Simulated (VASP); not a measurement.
# Se (P3_221) in VASP: further runs

The runs below take Se through single point, with PBE.

All numbers are computed with VASP 6.6.1; they aren't measurements. Logs are shortened: lines on timing, memory, paths and dates and some standing lists are left out, and cuts for length are marked.

### Step 1. The structure

Symmetry: P3_221, No. 154, trigonal system. The conventional cell has a = 4.355 Å, b = 4.355 Å, c = 4.949 Å, α = 90.00°, β = 90.00°, γ = 120.00°. Se (site symmetry 2) is surrounded by 2 Se at 2.32 Å.

### Step 2. Single point, PBE

Input file INCAR:

```
SYSTEM = Se
PREC     = Accurate       ! precision mode
ENCUT    = 400            ! plane-wave cutoff, eV
EDIFF    = 1E-6           ! SCF threshold, eV
ISMEAR   = 0              ! smearing method
SIGMA    = 0.1            ! smearing width, eV
LREAL    = .FALSE.        ! projectors in reciprocal space
LASPH    = .TRUE.         ! aspherical terms in the spheres
NELM     = 100            ! most SCF steps
ALGO     = Normal         ! electronic algorithm
ISIF     = 2              ! what is computed and relaxed
LWAVE    = .FALSE.        ! write WAVECAR
LCHARG   = .FALSE.        ! write CHGCAR
GGA      = PE             ! functional
NBANDS   = 16             ! bands
ADDGRID  = .FALSE.
```

Input file KPOINTS:

```
Automatic mesh
0
G
  6 6 5
  0 0 0
```

Input file POSCAR:

```
Se
1.0
    4.3551700000      0.0000000000      0.0000000000
   -2.1775850000      3.7716878578      0.0000000000
    0.0000000000      0.0000000000      4.9494500000
Se
3
Direct
    0.7830000000      0.7830000000      0.5000000000
    0.0000000000      0.2170000000      0.8333333333
    0.2170000000      0.0000000000      0.1666666667
```

Potentials or basis: VASP PAW PBE potentials, release 64 (Se).

Command:

```bash
> cat potpaw_PBE.64/Se/POTCAR > POTCAR
> mpirun -np 1 vasp_std > vasp.out
```

OUTCAR:

```text
SYSTEM = Se
   PREC = Accurate
   ENCUT = 400
   EDIFF = 1E-6
   ISMEAR = 0
   LREAL = .FALSE.
   LASPH = .TRUE.
   NELM = 100
   ISIF = 2
   GGA = PE

 Found     27 irreducible k-points:

 Following reciprocal coordinates:
            Coordinates               Weight
  0.000000  0.000000  0.000000      1.000000
  0.166667  0.000000  0.000000      6.000000
  0.333333  0.000000  0.000000      6.000000
  0.500000  0.000000  0.000000      3.000000
  0.166667  0.166667  0.000000      6.000000
  0.333333  0.166667  0.000000     12.000000
   k-points           NKPTS =     27   k-points in BZ     NKDIM =     27   number of bands    NBANDS=     16
   number of dos      NEDOS =    301   number of ions     NIONS =      3
   total plane-waves  NPLWV =  25088
   dimension x,y,z NGX =    28 NGY =   28 NGZ =   32
   dimension x,y,z NGXF=    56 NGYF=   56 NGZF=   64
   ions per type =               3
   NGX,Y,Z   is equivalent  to a cutoff of  10.69, 10.69, 10.75 a.u.
   NGXF,Y,Z  is equivalent  to a cutoff of  21.38, 21.38, 21.50 a.u.
 SYSTEM =  Se
   PREC   = accura    normal or accurate (medium, high low for compatibility)
   ISTART =      0    job   : 0-new  1-cont  2-samecut
   ICHARG =      2    charge: 1-file 2-atom 10-const
   ISPIN  =      1    spin polarized calculation?
   LNONCOLLINEAR =      F non collinear calculations
   LSORBIT =      F    spin-orbit coupling
   LASPH  =      T    aspherical Exc in radial PAW
   ENCUT  =  400.0 eV  29.40 Ry    5.42 a.u.   7.10  7.10  8.07*2*pi/ulx,y,z
   NELM   =    100;   NELMIN=  2; NELMDL= -5     # of ELM steps
   EDIFF  = 0.1E-05   stopping-criterion for ELM
[... 12 lines left out ...]
   EMIN   =  10.00;   EMAX   =-10.00  energy-range for DOS
   EFERMI =   0.00;   METHOD = LEGACY
   ISMEAR =     0;   SIGMA  =   0.10  broadening in eV -4-tet -1-fermi 0-gaus
   EFERMI_NEDOS =   21; number of points for ismear=-14 and -15
   IALGO  =     38    algorithm
   IMIX   =      4    mixing-type and parameters
     AMIX     =   0.40;   BMIX     =  1.00
     AMIX_MAG =   1.60;   BMIX_MAG =  1.00
  volume/ion in A,a.u.               =      27.10       182.88
  Fermi-wavevector in a.u.,A,eV,Ry     =   0.990375  1.871538 13.345178  0.980843
  Thomas-Fermi vector in A             =   2.122041
   LORBIT       =      0    0 simple, 1 ext, 2 COOP (PROOUT), +10 PAW based schemes
   GGA     = PE    functional components
   LHFCALC =     F    Hartree Fock is set to
   AEXX    =    0.0000 exact exchange contribution
   IVDW    =     0    specifies the selected vdW correction
   LEPSILON=     F    determine dielectric tensor
   LRPA    =     F    only Hartree local field effects (RPA)
 non-spin polarized calculation
 Gauss-broadening in eV      SIGMA  =   0.10
  energy-cutoff  :      400.00
  volume of cell :       81.30
 maximum number of plane-waves:      1492
   NGX = 15   NGY = 15   NGZ = 17

 number of electron      17.9999998 magnetization

 Free energy of the ion-electron system (eV)
  ---------------------------------------------------
  ext. energy  EPLUGINS =         0.00000000
  ---------------------------------------------------
  free energy    TOTEN  =       -10.37020794 eV

  energy without entropy =      -10.37020794  energy(sigma->0) =      -10.37020794

 E-fermi :   3.0890     XC(G=0):  -8.8323

 val. band max:        2.6516041745   @ k =   0.3333   0.1667   0.4000
 cond. band min:       4.0929369153   @ k =   0.3333   0.3333   0.4000
 fundamental gap:      1.4413327408
 Fermi energy:         3.0889676461

 k-point     1 :       0.0000    0.0000    0.0000
  band No.  band energies     occupation
      1     -13.3915      2.00000
      2      -9.0793      2.00000
      3      -9.0793      2.00000
      4      -1.2331      2.00000
      5      -1.2331      2.00000
      6      -1.0292      2.00000
[... 8 lines left out ...]
     15       9.1488      0.00000
     16      11.1155      0.00000

 k-point     2 :       0.1667    0.0000    0.0000
  band No.  band energies     occupation
      1     -13.2954      2.00000
      2      -9.1649      2.00000
      3      -9.0645      2.00000
      4      -1.9233      2.00000
      5      -1.5322      2.00000
      6      -0.8323      2.00000
[... 8 lines left out ...]
     15      10.0413      0.00000
     16      11.0875      0.00000

 k-point     3 :       0.3333    0.0000    0.0000
  band No.  band energies     occupation
      1     -13.0813      2.00000
      2      -9.3790      2.00000
      3      -9.0340      2.00000
      4      -2.4841      2.00000
      5      -1.9227      2.00000
      6      -0.8376      2.00000
[... 8 lines left out ...]
     15      11.2725      0.00000
     16      12.1139      0.00000

 k-point     4 :       0.5000    0.0000    0.0000
  band No.  band energies     occupation
      1     -12.9601      2.00000
      2      -9.5107      2.00000
      3      -9.0184      2.00000
      4      -2.6270      2.00000
      5      -2.0825      2.00000
      6      -0.6966      2.00000
[... 8 lines left out ...]
     15      12.4051      0.00000
     16      12.4683      0.00000

 k-point     5 :       0.1667    0.1667    0.0000
  band No.  band energies     occupation
      1     -13.1385      2.00000
      2      -9.2873      2.00000
      3      -9.0753      2.00000
      4      -2.3084      2.00000
      5      -1.9898      2.00000
      6      -0.6866      2.00000
[... 8 lines left out ...]
     15      10.7906      0.00000
     16      11.4843      0.00000

 k-point     6 :       0.3333    0.1667    0.0000
  band No.  band energies     occupation
      1     -12.9624      2.00000
      2      -9.4258      2.00000
      3      -9.1086      2.00000
      4      -2.5372      2.00000
      5      -2.2237      2.00000
      6      -0.5551      2.00000
[... 8 lines left out ...]
     15      11.7848      0.00000
     16      12.2549      0.00000

 [... further k-points ...]

------------------------ aborting loop because EDIFF is reached ----------------------------------------

  FORCE on cell =-STRESS in cart. coord.  units (eV):
  Direction    XX          YY          ZZ          XY          YZ          ZX
  --------------------------------------------------------------------------------------
  -------------------------------------------------------------------------------------
  Total        2.4006139      2.4006139      3.8440278      0.0000000      0.0000000      0.0000000
  in kB       47.3080564     47.3080564     75.7529064      0.0000000      0.0000000      0.0000000
  external PRESSURE =      56.7896731 kB  Pullay stress =       0.0000000 kB

 VOLUME and BASIS-vectors are now :
 -----------------------------------------------------------------------------
  energy-cutoff  :      400.00
  volume of cell :       81.30
      direct lattice vectors                 reciprocal lattice vectors
     4.355170000  0.000000000  0.000000000     0.229612162  0.132566644  0.000000000
    -2.177585000  3.771687858  0.000000000     0.000000000  0.265133287  0.000000000
     0.000000000  0.000000000  4.949450000     0.000000000  0.000000000  0.202042651

 POSITION                                       TOTAL-FORCE (eV/Angst)
 -----------------------------------------------------------------------------------
      1.70505      2.95323      2.47472        -0.594042     -1.028911      0.000000
     -0.47254      0.81846      4.12454        -0.594042      1.028911      0.000000
      0.94507      0.00000      0.82491         1.188084     -0.000000     -0.000000
 -----------------------------------------------------------------------------------
    total drift:                                0.000002      0.000004      0.000000

  FREE ENERGIE OF THE ION-ELECTRON SYSTEM (eV)
  ---------------------------------------------------
  free  energy   TOTEN  =       -10.3702079356 eV

  energy  without entropy=      -10.3702079356  energy(sigma->0) =      -10.37020794
```

OSZICAR:

```text
N       E                     dE             d eps       ncg     rms          rms(c)
DAV:   1     0.694681611315E+02    0.69468E+02   -0.63124E+03   864   0.761E+02
DAV:   2    -0.636471939548E+01   -0.75833E+02   -0.72328E+02  1160   0.144E+02
DAV:   3    -0.104275829117E+02   -0.40629E+01   -0.40529E+01  1064   0.374E+01
DAV:   4    -0.104529019614E+02   -0.25319E-01   -0.25316E-01  1136   0.355E+00
DAV:   5    -0.104530874024E+02   -0.18544E-03   -0.18544E-03  1072   0.293E-01    0.760E+00
DAV:   6    -0.103915169990E+02    0.61570E-01   -0.37652E-02  1096   0.120E+00    0.472E+00
DAV:   7    -0.103708524961E+02    0.20665E-01   -0.77701E-02   952   0.168E+00    0.215E-01
DAV:   8    -0.103700419028E+02    0.81059E-03   -0.90240E-03   992   0.589E-01    0.111E-01
DAV:   9    -0.103701522950E+02   -0.11039E-03   -0.34311E-04  1240   0.114E-01    0.371E-02
DAV:  10    -0.103702035997E+02   -0.51305E-04   -0.49019E-05   992   0.470E-02    0.681E-03
DAV:  11    -0.103702080106E+02   -0.44109E-05   -0.86778E-06  1176   0.179E-02    0.411E-03
DAV:  12    -0.103702079356E+02    0.74953E-07   -0.15515E-06   840   0.812E-03
   1 F= -.10370208E+02 E0= -.10370208E+02  d E =-.195920E-10
```

Wall time 8.6 s (1 thread of Intel Xeon 6975P-C (Granite Rapids), shared host); peak memory 0.16 GiB.

These settings aren't checked as converged: the numbers below hold their error.

What came out:

```yaml
Free_energy: -10.3702 eV
Pressure: 5.7 GPa
Largest_force: 1.188 eV/Å
Band_gap_on_the_k_mesh: 1.44 eV, indirect (least direct gap 1.46 eV)
```

Caveat: an odd mesh through Γ misses points on the zone boundary, where band edges often lie; forces of over 1 eV/Å show positions far from the minimum, so gaps and moduli don't describe the material at rest.

### Step 3. Single point, PBE

Edit INCAR of step 2 so:

```diff
@@ -5,3 +5,3 @@
 ISMEAR   = 0              ! smearing method
-SIGMA    = 0.1            ! smearing width, eV
+SIGMA    = 0.01           ! smearing width, eV
 LREAL    = .FALSE.        ! projectors in reciprocal space
```

KPOINTS is that of step 2.

POSCAR is that of step 2.

Potentials or basis: VASP PAW PBE potentials, release 64 (Se).

Command:

```bash
> cat potpaw_PBE.64/Se/POTCAR > POTCAR
> mpirun -np 1 vasp_std > vasp.out
```

Run time: 8.3 s. Hardware: 1 thread of Intel Xeon 6975P-C (Granite Rapids), shared host; peak memory 0.16 GiB.

The run converged, but some of its settings lie outside the range that counts as converged, so its numbers aren't taken as properties of the crystal.

What came out:

```yaml
Free_energy: -10.3702 eV
Pressure: 5.7 GPa
Largest_force: 1.188 eV/Å
Band_gap_on_the_k_mesh: 1.44 eV, indirect (least direct gap 1.46 eV)
```

Caveat: an odd mesh through Γ misses points on the zone boundary, where band edges often lie; forces of over 1 eV/Å show positions far from the minimum, so gaps and moduli don't describe the material at rest.

### Step 4. Single point, PBE

Edit INCAR of step 3 so:

```diff
@@ -1,3 +1,3 @@
 SYSTEM = Se
-PREC     = Accurate       ! precision mode
+PREC     = Low            ! precision mode
 ENCUT    = 400            ! plane-wave cutoff, eV
@@ -5,3 +5,3 @@
 ISMEAR   = 0              ! smearing method
-SIGMA    = 0.01           ! smearing width, eV
+SIGMA    = 0.05           ! smearing width, eV
 LREAL    = .FALSE.        ! projectors in reciprocal space
```

KPOINTS is that of step 3.

POSCAR is that of step 3.

Command:

```bash
> cat potpaw_PBE.64/Se/POTCAR > POTCAR
> mpirun -np 1 vasp_std > vasp.out
```

It took 5.3 s on 1 thread of Intel Xeon 6975P-C (Granite Rapids), shared host; peak memory 0.12 GiB.

These settings aren't checked as converged: the numbers below hold their error.

What came out:

* Free energy: -10.3709 eV
* Pressure: 5.7 GPa
* Largest force: 1.184 eV/Å
* Band gap on the k mesh: 1.44 eV, indirect (least direct gap 1.46 eV)

Caveat: an odd mesh through Γ misses points on the zone boundary, where band edges often lie; forces of over 1 eV/Å show positions far from the minimum, so gaps and moduli don't describe the material at rest.

### Step 5. Single point, PBE

Edit INCAR of step 4 so:

```diff
@@ -1,3 +1,3 @@
 SYSTEM = Se
-PREC     = Low            ! precision mode
+PREC     = Normal         ! precision mode
 ENCUT    = 400            ! plane-wave cutoff, eV
```

KPOINTS is that of step 4.

POSCAR is that of step 4.

Command:

```bash
> cat potpaw_PBE.64/Se/POTCAR > POTCAR
> mpirun -np 1 vasp_std > vasp.out
```

Wall time 5.4 s (1 thread of Intel Xeon 6975P-C (Granite Rapids), shared host); peak memory 0.14 GiB.

These settings aren't checked as converged: the numbers below hold their error.

Results:

* Free energy: -10.3702 eV
* Pressure: 5.7 GPa
* Largest force: 1.188 eV/Å
* Band gap on the k mesh: 1.44 eV, indirect (least direct gap 1.46 eV)

Caveat: an odd mesh through Γ misses points on the zone boundary, where band edges often lie; forces of over 1 eV/Å show positions far from the minimum, so gaps and moduli don't describe the material at rest.

### Step 6. Single point, PBE

Edit INCAR of step 5 so:

```diff
@@ -1,3 +1,3 @@
 SYSTEM = Se
-PREC     = Normal         ! precision mode
+PREC     = Accurate       ! precision mode
 ENCUT    = 400            ! plane-wave cutoff, eV
@@ -6,3 +6,3 @@
 SIGMA    = 0.05           ! smearing width, eV
-LREAL    = .FALSE.        ! projectors in reciprocal space
+LREAL    = Auto         
 LASPH    = .TRUE.         ! aspherical terms in the spheres
```

KPOINTS is that of step 5.

POSCAR is that of step 5.

Potentials or basis: VASP PAW PBE potentials, release 64 (Se).

Command:

```bash
> cat potpaw_PBE.64/Se/POTCAR > POTCAR
> mpirun -np 1 vasp_std > vasp.out
```

It took 11 s on 1 thread of Intel Xeon 6975P-C (Granite Rapids), shared host; peak memory 0.16 GiB.

These settings aren't checked as converged: the numbers below hold their error.

What came out:

```yaml
Free_energy: -10.3715 eV
Pressure: 5.6 GPa
Largest_force: 1.184 eV/Å
Band_gap_on_the_k_mesh: 1.44 eV, indirect (least direct gap 1.46 eV)
```

Caveat: an odd mesh through Γ misses points on the zone boundary, where band edges often lie; forces of over 1 eV/Å show positions far from the minimum, so gaps and moduli don't describe the material at rest.

### Step 7. For comparison

An earlier run on the cell as given: functional PBE; potentials or basis VASP PAW PBE potentials, release 64 (Se); cutoff 520 eV; k mesh 7 × 7 × 6; occupations fermi-dirac, width 0.05 eV; no spin polarisation.

* Pressure: 5.7 GPa
* Largest force: 1.188 eV/Å
* Band gap on the k mesh: 1.16 eV, indirect (least direct gap 1.38 eV)
